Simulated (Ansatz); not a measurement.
## Li: equation of state with PBE

Li:

```
CELL_PARAMETERS angstrom
-1.75465 1.75465 1.75465
1.75465 -1.75465 1.75465
1.75465 1.75465 -1.75465
ATOMIC_POSITIONS crystal
Li 0.00000 0.00000 0.00000
```

```json
{"Program": "Ansatz 0.2.0", "Task": "equation of state", "Functional": "PBE", "Potentials or basis": "Ansatz PAW", "Cutoff": "420 eV", "Density cutoff": "1680 eV", "k mesh": "11 × 11 × 11", "Occupations": "fermi-dirac, width 0.05 eV", "Spin": "no spin polarisation"}
```

The equilibrium volume is 20.24 Å³/atom (rough: see the caveat) and the bulk modulus is 13.9 GPa (rough).

Energy against volume, from the lowest point:
| volume (Å³/atom) | energy (meV/atom) |
| --- | --- |
| 20.312 | 0.00 |
| 20.744 | 0.52 |
| 21.177 | 1.76 |
| 21.609 | 3.66 |
| 22.041 | 6.16 |
| 22.473 | 9.21 |
| 22.905 | 12.76 |

All runs of the series together: 3.6 s on 2 threads of Arm Neoverse V1, on a shared host.

Caveat: the minimum lies outside the volumes run.
